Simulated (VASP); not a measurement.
Ir:

```
Ir
1.0
     2.75138    0.00000    0.00000
    -1.37569    2.38276    0.00000
     0.00000    0.00000    4.46229
Ir
2
Direct
  0.33333 0.66667 0.25000
  0.66667 0.33333 0.75000
```

This isn't the form of Ir at room conditions, which is fcc.

| Item | Value |
| --- | --- |
| Program | VASP 6.6.1 |
| Task | single point |
| Functional | PBEsol |
| Potentials or basis | VASP PAW PBE potentials, release 64 (Ir) |
| Cutoff | 520 eV |
| k mesh | 11 × 11 × 6 |
| Occupations | fermi-dirac, width 0.05 eV |
| Spin | no spin polarisation |

On this cell: pressure -11.6 GPa; largest force under 0.003 eV/Å; band gap on the k mesh none (metal or under the smearing width).

The same run follows on a disturbed copy (atoms moved at random, drawn with an rms of 0.05 Å):

```
Ir
1.0
     2.75138    0.00000    0.00000
    -1.37569    2.38276    0.00000
     0.00000    0.00000    4.46229
Ir
2
Direct
  0.34445 0.66132 0.25713
  0.64903 0.34504 0.74650
```

Question: What does the disturbed cell give?

Answer: The energy (extrapolated to zero smearing) moves by +20.1 meV/atom; pressure -10.7 GPa; largest force 0.756 eV/Å; band gap on the k mesh none (metal or under the smearing width).

Forces in eV/Å, atoms in the order of the input:
```
Ir  -0.484  0.200 -0.546
Ir   0.484 -0.200  0.546
```

Stress tensor (GPa, compression positive):
```
-10.55  -0.66   1.16
 -0.66 -11.24  -0.52
  1.16  -0.52 -10.27
```

Caveats: the PAW data sets were made with another functional, which shifts forces and pressure a little.
